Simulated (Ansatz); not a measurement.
## Relaxing AlNi

All numbers below come from DFT r2SCAN, scalar-relativistic, plane waves, PAW (Ansatz). Settings: 500 eV cutoff, 16×16×14 k-mesh, Gaussian smearing of 0.10 eV, no spin polarisation.

What was changed: relaxed at 2 GPa.

Command:

```bash
ansatz run input.yaml --threads 1 --pin off --max-ram 2560MiB --backend cpu --events-out ev --progress --plain --runs-dir out
```

Input:

```yaml
crystal:
  lattice:
    - [2.0093523492, -2.0091335189, 0.0]
    - [2.0093523492, 2.0091335189, 0.0]
    - [0.0, 0.0, 2.8515187754]
  atoms:
    - { symbol: Al, position: [0.0, 0.0, 0.0] }
    - { symbol: Ni, position: [0.5, 0.5, 0.5] }
basis:
  ecutwfc: 500
kpoints:
  mp_grid: { grid: [16, 16, 14] }
hamiltonian:
  xc: r2scan
scf:
  occupations: { method: gaussian, width: 0.1 }
output:
  forces: true
  stress: true
  eigenvalues: true
relax:
  adjacent_minimum: "off"
  f_tol: 0.008
  max_steps: 50
  cell: { stress_tol: 0.08, p_target: 2.0 }
```

F is the free energy. Steps run on the plane waves of an earlier cell, but the last one, and at times one on the way, on a freshly chosen basis, so a repeated geometry can differ a little in energy. The relaxation lowers the enthalpy F + PV at the target pressure, so F itself can rise.

Steps:

```json
{"step": "1", "F − F(1) (eV)": "0.0000", "largest force component (eV/Å)": "0.000", "V (Å³/atom)": "11.512", "P (GPa)": "3.55"}
{"step": "2", "F − F(1) (eV)": "-0.0021", "largest force component (eV/Å)": "0.000", "V (Å³/atom)": "11.568", "P (GPa)": "2.62"}
{"step": "3", "F − F(1) (eV)": "-0.0032", "largest force component (eV/Å)": "0.000", "V (Å³/atom)": "11.606", "P (GPa)": "2.01"}
{"step": "4", "F − F(1) (eV)": "-0.0033", "largest force component (eV/Å)": "0.000", "V (Å³/atom)": "11.606", "P (GPa)": "2.01"}
```

Relaxed structure:

```
CELL_PARAMETERS angstrom
2.01510 -2.01509 0.00000
2.01510 2.01509 0.00000
0.00000 0.00000 2.85825
ATOMIC_POSITIONS crystal
Al 0.00000 0.00000 0.00000
Ni 0.50000 0.50000 0.50000
```

The structure is cubic, space group Pm-3m (No. 221). The conventional cell has a = 2.853 Å, b = 2.853 Å, c = 2.853 Å, α = 90.00°, β = 90.00°, γ = 90.00°. Around Al (site symmetry m-3m) lie 8 Ni at 2.47 Å. Around Ni (site symmetry m-3m) lie 8 Al at 2.47 Å.

The run converged. It took 120 s on 1 thread of Arm Neoverse V2, on a shared host, peak memory 0.58 GiB.